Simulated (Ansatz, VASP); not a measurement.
AlNi in VASP and in Ansatz

```
Ni Al
1.0
     0.00000    1.96698    1.96698
     1.96698    0.00000    1.96698
     1.96698    1.96698    0.00000
Ni Al
1 1
Direct
  0.00000 0.00000 0.00000
  0.50000 0.50000 0.50000
```

Change from the starting cell: volume scaled by 0.55, PAW files, source ansatz.

Alike in both runs: task single point; functional PBEsol; k mesh 14 × 14 × 14; occupations fermi-dirac, width 0.08 eV; no spin polarisation.

```csv
,VASP,Ansatz
version,VASP 6.6.1,Ansatz 0.2.0
potentials or method,"VASP PAW PBE potentials, release 64 (Ni, Al)","PAW with other files of Ansatz's library (source ansatz), scalar-relativistic"
plane-wave cutoff (eV),520,920
valence electrons in the cell,13,29
```

|  | VASP | Ansatz | Ansatz less VASP |
| --- | --- | --- | --- |
| pressure (GPa) | 252.2 | 249.5 | -2.67 |

With one functional, cell and mesh, what is left measures potentials, basis and numerics. The two sets of potentials don't hold the same shells in valence.

Caveats: the cell as given lies far from equilibrium; so large a pressure means that the cell lies far from this level's equilibrium, or that cutoff or potentials fall short (VASP); the potentials were made for another functional, which shifts forces and pressure (VASP). Spin polarisation is off, so any magnetic state and its effect on volume and gap are missing.
